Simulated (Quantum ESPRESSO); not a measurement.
# Al2O3 (R-3c) in Quantum ESPRESSO: phonons with PBE

Aim: the phonons of Al2O3 with PBE.

Everything below comes from runs of Quantum ESPRESSO 7.5. Logs are shortened: lines on timing, memory, paths and dates and some standing lists are left out, and cuts for length are marked.

**Measured values to compare with.**

“Multi-petahertz electron interference in Cr:Al2O3 solid-state material”, 2018, pmc:5906618 quotes, for a bulk crystal of Al2O3: band gap 8.7 eV (optical).

The runs below are set against these values where they give the same quantity.

## (1) The crystal as given

The structure is trigonal, space group R-3c (No. 167). Conventional cell: a = 4.760 Å, b = 4.760 Å, c = 12.996 Å, α = 90.00°, β = 90.00°, γ = 120.00°. Around Al (site symmetry 3) lie 6 O at 1.85 to 1.97 Å. Around O (site symmetry 2) lie 4 Al at 1.85 to 1.97 Å.

## (2) Phonons, PBE

pw.in

```
&CONTROL
  calculation = 'scf'
  prefix = 'pwscf'
  outdir = './tmp'
  pseudo_dir = './pseudo'
  tprnfor = .true.
  tstress = .true.
  disk_io = 'low'
/
&SYSTEM
  ibrav = 0
  celldm(1) = 8
  nat = 10
  ntyp = 2
  ecutwfc = 84
  nbnd = 33
  occupations = 'smearing'
  smearing = 'fd'
  degauss = 0.00146997
/
&ELECTRONS
  conv_thr = 2d-09
  electron_maxstep = 120
  mixing_beta = 0.5
/
ATOMIC_SPECIES
Al    26.9815 Al.upf
O     15.9990 O.upf
CELL_PARAMETERS alat
  0.5622525760176   0.3246166761072   1.0232552010573
 -0.5622525760176   0.3246166761072   1.0232552010573
  0.0000000000000  -0.6492333522380   1.0232552010573
ATOMIC_POSITIONS crystal
Al     0.3521600000    0.3521600000    0.3521600000
Al     0.1478400000    0.1478400000    0.1478400000
Al     0.6478400000    0.6478400000    0.6478400000
Al     0.8521600000    0.8521600000    0.8521600000
O      0.5566800000    0.9433200000    0.2500000000
O      0.2500000000    0.5566800000    0.9433200000
O      0.9433200000    0.2500000000    0.5566800000
O      0.4433200000    0.0566800000    0.7500000000
O      0.7500000000    0.4433200000    0.0566800000
O      0.0566800000    0.7500000000    0.4433200000
K_POINTS automatic
4 4 4 0 0 0
```

relax.in

```
&CONTROL
  calculation = 'vc-relax'
  prefix = 'pwscf'
  outdir = './tmp'
  pseudo_dir = './pseudo'
  tprnfor = .true.
  tstress = .true.
  disk_io = 'low'
  nstep = 40
  forc_conv_thr = 0.0001
  etot_conv_thr = 1d-06
/
&SYSTEM
  ibrav = 0
  celldm(1) = 8
  nat = 10
  ntyp = 2
  ecutwfc = 84
  nbnd = 33
  occupations = 'smearing'
  smearing = 'fd'
  degauss = 0.00146997
/
&ELECTRONS
  conv_thr = 2d-09
  electron_maxstep = 120
  mixing_beta = 0.5
/
&IONS
  ion_dynamics = 'bfgs'
/
&CELL
  cell_dynamics = 'bfgs'
  press = 0
  press_conv_thr = 0.2
/
ATOMIC_SPECIES
Al    26.9815 Al.upf
O     15.9990 O.upf
CELL_PARAMETERS alat
  0.5622525760165   0.3246166761117   1.0232552010586
 -0.5622525760165   0.3246166761117   1.0232552010586
 -0.0000000000000  -0.6492333522353   1.0232552010548
ATOMIC_POSITIONS crystal
Al     0.3521600000    0.3521600000    0.3521600000
Al     0.1478400000    0.1478400000    0.1478400000
Al     0.6478400000    0.6478400000    0.6478400000
Al     0.8521600000    0.8521600000    0.8521600000
O      0.5566800000    0.9433200000    0.2500000000
O      0.2500000000    0.5566800000    0.9433200000
O      0.9433200000    0.2500000000    0.5566800000
O      0.4433200000    0.0566800000    0.7500000000
O      0.7500000000    0.4433200000    0.0566800000
O      0.0566800000    0.7500000000    0.4433200000
K_POINTS automatic
4 4 4 0 0 0
```

scf2.in

```
&CONTROL
  calculation = 'scf'
  prefix = 'pwscf'
  outdir = './tmp'
  pseudo_dir = './pseudo'
  tprnfor = .true.
  tstress = .true.
  disk_io = 'low'
/
&SYSTEM
  ibrav = 0
  celldm(1) = 8
  nat = 10
  ntyp = 2
  ecutwfc = 84
  nbnd = 33
  occupations = 'fixed'
/
&ELECTRONS
  conv_thr = 1d-13
  electron_maxstep = 120
  mixing_beta = 0.5
  startingpot = 'file'
  startingwfc = 'file'
/
ATOMIC_SPECIES
Al    26.9815 Al.upf
O     15.9990 O.upf
CELL_PARAMETERS alat
  0.5669424997081   0.3273244048176   1.0314063706453
 -0.5669424997081   0.3273244048176   1.0314063706453
  0.0000000000000  -0.6546488096470   1.0314063706415
ATOMIC_POSITIONS crystal
Al     0.3520490829    0.3520490829    0.3520490829
Al     0.1479509171    0.1479509171    0.1479509171
Al     0.6479509171    0.6479509171    0.6479509171
Al     0.8520490829    0.8520490829    0.8520490829
O      0.5560385002    0.9439614998    0.2500000000
O      0.2500000000    0.5560385002    0.9439614998
O      0.9439614998    0.2500000000    0.5560385002
O      0.4439614998    0.0560385002    0.7500000000
O      0.7500000000    0.4439614998    0.0560385002
O      0.0560385002    0.7500000000    0.4439614998
K_POINTS automatic
4 4 4 0 0 0
```

ph.in

```
phonons of Al2O3
&INPUTPH
  prefix = 'pwscf'
  outdir = './tmp'
  tr2_ph = 1d-18
  fildyn = 'dyn'
  niter_ph = 90
  alpha_mix(1) = 0.7
  epsil = .true.
/
0.0000000000 0.0000000000 0.0000000000
```

dynmat.in

```
&INPUT
  fildyn = 'dyn'
  asr = 'crystal'
  lperm = .true.
  filout = 'dynmat.disp'
  fileig = 'dynmat.eig'
/
```

dynmat_lo.in

```
&INPUT
  fildyn = 'dyn'
  asr = 'crystal'
  filout = 'dynmat_lo.disp'
  fileig = 'dynmat_lo.eig'
  q(1) = 0
  q(2) = 0
  q(3) = 1
/
```

Potentials or basis: PseudoDojo 0.4.1 SR PBE standard.

Started as:

```sh
$ OMP_NUM_THREADS=1 mpirun -n 8 pw.x -nk 2 -in pw.in > pw.out
$ OMP_NUM_THREADS=1 mpirun -n 8 pw.x -nk 2 -in relax.in > relax.out
$ OMP_NUM_THREADS=1 mpirun -n 8 pw.x -nk 2 -in scf2.in > scf2.out
$ OMP_NUM_THREADS=1 mpirun -n 8 ph.x -nk 2 -in ph.in > ph.out
$ OMP_NUM_THREADS=1 mpirun -n 1 dynmat.x -in dynmat.in > dynmat.out
$ OMP_NUM_THREADS=1 mpirun -n 1 dynmat.x -in dynmat_lo.in > dynmat_lo.out
```

pw.out:

```text
This program is part of the open-source Quantum ESPRESSO suite
     for quantum simulation of materials; please cite
[... 6 lines left out ...]
     using ibrav=0 with symmetry is DISCOURAGED, use correct ibrav instead

     K-points division:     npool     =       2
     Subspace diagonalization in iterative solution of the eigenvalue problem:
     a serial algorithm will be used

     --------------------
     sticks:   dense  smooth     PW     G-vecs:    dense   smooth      PW
     Min         519     519    147                14941    14941    2268
     Max         520     520    148                14942    14942    2269
     Sum        2077    2077    589                59765    59765    9073

     Using Slab Decomposition

     bravais-lattice index     =            0
     lattice parameter (alat)  =       8.0000  a.u.
     unit-cell volume          =     573.7299 (a.u.)^3
     number of atoms/cell      =           10
     number of atomic types    =            2
     number of electrons       =        48.00
     number of Kohn-Sham states=           33
     kinetic-energy cutoff     =      84.0000  Ry
     charge density cutoff     =     336.0000  Ry
     scf convergence threshold =      2.0E-09
     mixing beta               =       0.5000
     number of iterations used =            8  plain     mixing
     Exchange-correlation= PBE
                           (   1   4   3   4   0   0   0)

     celldm(1)=   8.000000  celldm(2)=   0.000000  celldm(3)=   0.000000
     celldm(4)=   0.000000  celldm(5)=   0.000000  celldm(6)=   0.000000

     crystal axes: (cart. coord. in units of alat)
               a(1) = (   0.562253   0.324617   1.023255 )
               a(2) = (  -0.562253   0.324617   1.023255 )
               a(3) = (   0.000000  -0.649233   1.023255 )

     reciprocal axes: (cart. coord. in units 2 pi/alat)
               b(1) = (  0.889280  0.513426  0.325758 )
               b(2) = ( -0.889280  0.513426  0.325758 )
               b(3) = (  0.000000 -1.026852  0.325758 )

     PseudoPot. # 1 for Al read from file:
     Al.upf
     Pseudo is Norm-conserving + core correction, Zval =  3.0
     Generated using ONCVPSP code by D. R. Hamann
     Using radial grid of 1876 points,  6 beta functions with:
                l(1) =   0
                l(2) =   0
                l(3) =   1
                l(4) =   1
                l(5) =   2
                l(6) =   2

     PseudoPot. # 2 for O  read from file:
     O.upf
     Pseudo is Norm-conserving + core correction, Zval =  6.0
     Generated using ONCVPSP code by D. R. Hamann
     Using radial grid of  936 points,  5 beta functions with:
                l(1) =   0
                l(2) =   0
                l(3) =   1
                l(4) =   1
                l(5) =   2

     atomic species   valence    mass     pseudopotential
     Al                3.00    26.98150     Al( 1.00)
     O                 6.00    15.99900     O ( 1.00)

     12 Sym. Ops., with inversion, found ( 6 have fractional translation)

   Cartesian axes

     site n.     atom                  positions (alat units)
         1        Al     tau(   1) = (   0.0000000  -0.0000000   1.0810487  )
         2        Al     tau(   2) = (   0.0000000  -0.0000000   0.4538341  )
         3        Al     tau(   3) = (  -0.0000000  -0.0000000   1.9887169  )
         4        Al     tau(   4) = (   0.0000000  -0.0000000   2.6159315  )
         5        O      tau(   5) = (  -0.2173893   0.3246167   1.7906966  )
         6        O      tau(   6) = (  -0.1724316  -0.3505730   1.7906966  )
         7        O      tau(   7) = (   0.3898210   0.0259563   1.7906966  )
         8        O      tau(   8) = (   0.2173893  -0.3246167   1.2790690  )
         9        O      tau(   9) = (   0.1724316   0.3505730   1.2790690  )
        10        O      tau(  10) = (  -0.3898210  -0.0259563   1.2790690  )

     number of k points=    13  Fermi-Dirac smearing, width (Ry)=  0.0015
                       cart. coord. in units 2pi/alat
        k(    1) = (   0.0000000   0.0000000   0.0000000), wk =   0.0312500
        k(    2) = (   0.0000000  -0.2567130   0.0814394), wk =   0.1875000
        k(    3) = (   0.0000000   0.5134261  -0.1628789), wk =   0.0937500
        k(    4) = (  -0.2223200  -0.1283565   0.1628789), wk =   0.1875000
        k(    5) = (  -0.2223200   0.6417826  -0.0814394), wk =   0.3750000
        k(    6) = (  -0.2223200   0.3850696   0.0000000), wk =   0.1875000
        k(    7) = (   0.4446400   0.2567130  -0.3257578), wk =   0.0937500
        k(    8) = (  -0.0000000   0.0000000   0.2443183), wk =   0.0625000
        k(    9) = (  -0.0000000   0.7701391   0.0000000), wk =   0.1875000
        k(   10) = (  -0.0000000   0.5134261   0.0814394), wk =   0.1875000
        k(   11) = (   0.6669600   0.3850696  -0.2443183), wk =   0.1875000
        k(   12) = (   0.6669600   0.1283565  -0.1628789), wk =   0.1875000
[... 27 lines left out ...]
     ethr =  3.38E-04,  avg # of iterations =  8.0
[... 36 lines left out ...]
     total energy              =    -218.24128494 Ry
     estimated scf accuracy    <          3.7E-09 Ry

     iteration #  9     ecut=    84.00 Ry     beta= 0.50
     Davidson diagonalization with overlap
     ethr =  7.66E-12,  avg # of iterations =  4.9

     total energy              =    -218.24128492 Ry
     estimated scf accuracy    <       0.00000007 Ry

     iteration # 10     ecut=    84.00 Ry     beta= 0.50
     Davidson diagonalization with overlap
     ethr =  7.66E-12,  avg # of iterations =  3.2

     End of self-consistent calculation

          k = 0.0000 0.0000 0.0000 (  7445 PWs)   bands (ev):

   -11.4490  -9.1123  -8.8327  -8.8327  -8.5150  -8.5150   0.8374   1.8378
     2.1858   2.1858   3.3126   3.4099   3.4099   4.4163   4.7725   6.2893
     6.2893   6.4233   6.4233   7.2306   7.2306   7.6744   7.6744   7.7186
    13.9863  16.9064  18.4952  19.2829  19.2829  19.4350  20.1340  20.1340
    20.1778

          k = 0.0000-0.2567 0.0814 (  7447 PWs)   bands (ev):

   -11.1312  -9.3708  -8.9111  -8.8808  -8.6531  -8.5479   1.1097   1.6256
     1.8179   2.6512   3.1455   3.5558   4.8152   5.0504   5.3904   5.6586
     5.8975   6.2863   6.3350   6.4070   6.9629   7.2769   7.5670   7.6080
    15.2264  17.8052  17.8951  18.5329  18.7043  19.1206  20.2535  20.4497
    20.5610

          k = 0.0000 0.5134-0.1629 (  7490 PWs)   bands (ev):

   -10.2975 -10.2975  -8.8485  -8.8485  -8.7196  -8.7196   1.3026   1.3026
     2.5427   2.5427   4.1446   4.1446   4.3209   4.3209   5.5258   5.5258
     6.1774   6.1774   6.3927   6.3927   6.8193   6.8193   7.4499   7.4499
    17.2126  17.2126  17.3979  17.3979  19.5351  19.5351  19.8740  19.8741
    20.5519

          k =-0.2223-0.1284 0.1629 (  7447 PWs)   bands (ev):

   -11.0484  -9.2646  -9.0518  -8.8910  -8.8383  -8.4872   1.3996   1.5324
     2.1958   2.8735   2.9894   3.5073   4.5583   5.1796   5.4256   5.5663
     5.7916   5.9964   6.3032   6.7417   6.7581   7.1330   7.4573   7.5536
    15.4872  17.8739  17.9169  18.5004  19.0224  19.2147  19.5893  20.3444
    20.9470

          k =-0.2223 0.6418-0.0814 (  7475 PWs)   bands (ev):

   -10.4276  -9.8013  -9.2080  -9.0274  -8.8803  -8.4897   1.6567   1.9254
     2.1781   2.8938   3.5845   3.6863   4.3750   4.5630   5.2785   5.5481
     6.0096   6.2790   6.3898   6.4875   6.7908   6.9508   7.3125   7.3725
    16.8091  17.5585  17.7063  18.1727  18.2496  18.8031  19.5107  20.3461
    20.6159

          k =-0.2223 0.3851 0.0000 (  7463 PWs)   bands (ev):

   -10.6360  -9.6784  -9.2346  -8.8084  -8.7308  -8.6639   1.4890   1.7199
     2.0434   2.6681   3.4112   3.5860   4.8276   5.1496   5.2175   5.6984
     6.0707   6.1006   6.2535   6.3263   6.8065   7.1298   7.4201   7.5496
    16.4757  17.2503  17.5799  18.1488  18.3449  18.8969  19.7940  20.4321
    20.7032

          k = 0.4446 0.2567-0.3258 (  7466 PWs)   bands (ev):

   -10.2785  -9.6184  -9.3901  -9.2073  -8.9621  -8.4682   1.5913   2.0311
     3.0121   3.1291   3.5198   3.8067   3.9544   4.4757   5.1851   5.4181
     5.9586   6.1870   6.3586   6.4272   6.7022   6.8070   6.9821   7.4659
    17.3987  17.4786  17.6729  18.1538  18.8913  19.0369  19.1294  20.5973
    20.6435
[... 35 lines left out ...]
    -9.9740  -9.9740  -9.4146  -9.4146  -8.5679  -8.5679   1.9791   1.9791
     2.7092   2.7092   3.6536   3.6536   4.2394   4.2394   5.5464   5.5464
     5.8134   5.8134   6.5499   6.5499   6.8827   6.8827   7.1703   7.1703
    17.5673  17.5673  17.8557  17.8557  18.4244  18.4244  19.8102  19.8103
    21.1022

          k = 0.0000 0.0000-0.4886 (  7452 PWs)   bands (ev):

   -10.4503 -10.4503  -8.6937  -8.6937  -8.6937  -8.6937   2.1457   2.1457
     3.2886   3.2886   3.2886   3.2886   3.6588   3.6588   5.4742   5.4742
     5.7252   5.7252   5.7252   5.7252   7.3396   7.3396   7.3396   7.3396
    16.4268  16.4268  18.8507  18.8507  20.2034  20.2034  20.4584  20.4584
    20.4584

     the Fermi energy is    13.0644 ev

!    total energy              =    -218.24128493 Ry
     estimated scf accuracy    <          7.7E-10 Ry
     smearing contrib. (-TS)   =       0.00000000 Ry
     internal energy E=F+TS    =    -218.24128493 Ry

     The total energy is F=E-TS. E is the sum of the following terms:
     one-electron contribution =     -34.97804067 Ry
     hartree contribution      =      53.35120075 Ry
     xc contribution           =     -60.38449870 Ry
     ewald contribution        =    -176.22994631 Ry

     convergence has been achieved in  10 iterations

     Forces acting on atoms (cartesian axes, Ry/au):

     atom    1 type  1   force =     0.00000000    0.00000000   -0.00200714
     atom    2 type  1   force =    -0.00000000   -0.00000000    0.00200714
     atom    3 type  1   force =    -0.00000000    0.00000000    0.00200714
     atom    4 type  1   force =     0.00000000   -0.00000000   -0.00200714
     atom    5 type  2   force =    -0.00192332   -0.00000000   -0.00000000
     atom    6 type  2   force =     0.00096166   -0.00166564   -0.00000000
     atom    7 type  2   force =     0.00096166    0.00166564    0.00000000
     atom    8 type  2   force =     0.00192332   -0.00000000   -0.00000000
     atom    9 type  2   force =    -0.00096166    0.00166564    0.00000000
     atom   10 type  2   force =    -0.00096166   -0.00166564   -0.00000000

     Total force =     0.006189     Total SCF correction =     0.000025

     Computing stress (Cartesian axis) and pressure

          total   stress  (Ry/bohr**3)                   (kbar)     P=       59.86
   0.00042088  -0.00000000  -0.00000000           61.91       -0.00       -0.00
   0.00000000   0.00042088   0.00000000            0.00       61.91        0.00
  -0.00000000   0.00000000   0.00037901           -0.00        0.00       55.75

=------------------------------------------------------------------------------=
   JOB DONE.
=------------------------------------------------------------------------------=
```

It took 16 min on 8 MPI ranks of Arm Neoverse V2, shared host; peak memory 0.72 GiB.

What came out:

| Item | Value |
| --- | --- |
| Free energy | -2969.3640 eV |
| Relaxed volume | 8.71 Å³/atom |
| Relaxed cell | a = 5.172 Å, b = 5.172 Å, c = 5.172 Å, α = 55.30°, β = 55.30°, γ = 55.30° |
| Space group after relaxing (to 0.05 Å) | R-3c (No. 167) |
| Pressure after relaxing | 0.0 GPa |
| Band gap on the k mesh | 5.97 eV, direct |
| Electronic dielectric tensor (diagonal) | 3.23, 3.23, 3.20 |
| Born charges (mean of the diagonal) | Al +2.95; O -1.97 e |
| Highest phonon frequency at Γ, LO-TO splitting left out | 723 cm⁻¹ |
| Static dielectric tensor (diagonal) | 9.76, 9.76, 11.97 |

Step by step:
```
step  energy change (eV)  largest force (eV/Å)  pressure (GPa)  volume (Å³)
   1              0.0000                0.0516            5.99        85.02
   2             -0.0368                0.0532           -1.37        87.64
   3             -0.0392                0.0266           -0.06        87.15
   4             -0.0393                0.0121            0.02        87.12
   5             -0.0393                0.0007            0.01        87.13
   6             -0.0393                0.0005            0.00        87.13
```

Final structure:
```
Al O
1.0
     2.40010    1.38570    4.36637
    -2.40010    1.38570    4.36637
     0.00000   -2.77140    4.36637
Al O
4 6
Direct
  0.35205 0.35205 0.35205
  0.14795 0.14795 0.14795
  0.64795 0.64795 0.64795
  0.85205 0.85205 0.85205
  0.55604 0.94396 0.25000
  0.25000 0.55604 0.94396
  0.94396 0.25000 0.55604
  0.44396 0.05604 0.75000
  0.75000 0.44396 0.05604
  0.05604 0.75000 0.44396
```

Levels at points of the mesh, in eV from the valence-band top:
```csv
k point,band 21,band 22,band 23,band 24,band 25,band 26,band 27,band 28
"(0.00, 0.00, 0.00)",-0.46,-0.03,-0.03,0.00,5.97,8.99,10.48,11.36
"(0.00, 0.00, -0.50)",-0.85,-0.85,-0.25,-0.25,9.22,9.22,9.45,9.45
"(0.00, -0.50, -0.50)",-0.96,-0.87,-0.70,-0.23,9.46,9.56,9.70,10.23
"(-0.50, -0.50, -0.50)",-0.35,-0.35,-0.35,-0.35,8.45,8.45,10.95,10.95
```

Phonon frequencies in cm⁻¹ (negative: imaginary):
```
              q point                                                                                                          frequencies
(0.000, 0.000, 0.000)  -3 -3 3 291 363 363 368 368 379 400 412 412 420 420 429 429 516 546 546 553 553 556 580 609 609 618 668 722 722 723
```

Electronic dielectric tensor:
```
3.23 0.00 0.00
0.00 3.23 0.00
0.00 0.00 3.20
```

Born effective charge tensors (e):
atom 1, Al
```
 2.96 -0.03  0.00
 0.03  2.96  0.00
 0.00  0.00  2.93
```
atom 2, Al
```
 2.96  0.03  0.00
-0.03  2.96  0.00
 0.00  0.00  2.93
```
atom 3, Al
```
 2.96 -0.03  0.00
 0.03  2.96  0.00
 0.00  0.00  2.93
```
atom 4, Al
```
 2.96  0.03  0.00
-0.03  2.96  0.00
 0.00  0.00  2.93
```
atom 5, O
```
-2.07  0.00  0.00
 0.00 -1.87  0.26
 0.00  0.35 -1.96
```
atom 6, O
```
-1.92  0.09 -0.22
 0.09 -2.02 -0.13
-0.30 -0.18 -1.96
```
atom 7, O
```
-1.92 -0.09  0.22
-0.09 -2.02 -0.13
 0.30 -0.18 -1.96
```
atom 8, O
```
-2.07  0.00  0.00
 0.00 -1.87  0.26
 0.00  0.35 -1.96
```
atom 9, O
```
-1.92  0.09 -0.22
 0.09 -2.02 -0.13
-0.30 -0.18 -1.96
```
atom 10, O
```
-1.92 -0.09  0.22
-0.09 -2.02 -0.13
 0.30 -0.18 -1.96
```

Optical modes at Γ, degenerate ones joined, polar ones without the macroscopic field:
```csv
cm⁻¹,components,symmetry,active in,"IR intensity, summed ((D/Å)²/amu)"
291,1,A2g,silent,0.00
363,2,Eg,Raman,0.00
368,2,Eu,IR,2.60
379,1,A2u,IR,41.02
400,1,A1g,Raman,0.00
412,2,Eg,Raman,0.00
420,2,Eu,IR,41.70
429,2,Eg,Raman,0.00
516,1,A2g,silent,0.00
546,2,Eu,IR,78.82
553,2,Eg,Raman,0.00
556,1,A2u,IR,22.58
580,1,A1u,silent,0.00
609,2,Eu,IR,4.98
618,1,A1g,Raman,0.00
668,1,A1u,silent,0.00
722,2,Eg,Raman,0.00
723,1,A2g,silent,0.00
```

Zone-centre frequencies without and with the macroscopic field along z (cm⁻¹):
|  | optical modes in rising order |
| --- | --- |
| without | 291 363 363 368 368 379 400 412 412 420 420 429 429 516 546 546 553 553 556 580 609 609 618 668 722 722 723 |
| with the field | 291 363 363 368 368 400 412 412 420 420 429 429 487 516 546 546 553 553 580 609 609 618 668 722 722 723 839 |

Static dielectric tensor, electrons and zone-centre modes:
```
 9.76  0.00  0.00
 0.00  9.76  0.00
 0.00  0.00 11.97
```

Caveat: on a mesh that holds Γ this program's dielectric tensor can be off by some percent beyond the error of the mesh.

## (3) How close it comes

Step 2. Against the measured gap of Al2O3, 8.7 eV (optical; quoted in “Multi-petahertz electron interference in Cr:Al2O3 solid-state material”, 2018, pmc:5906618), the calculated 5.97 eV is off by -2.73 eV. The value is that of PBE, without temperature or zero-point motion. Semilocal functionals fall short of measured gaps as a rule.
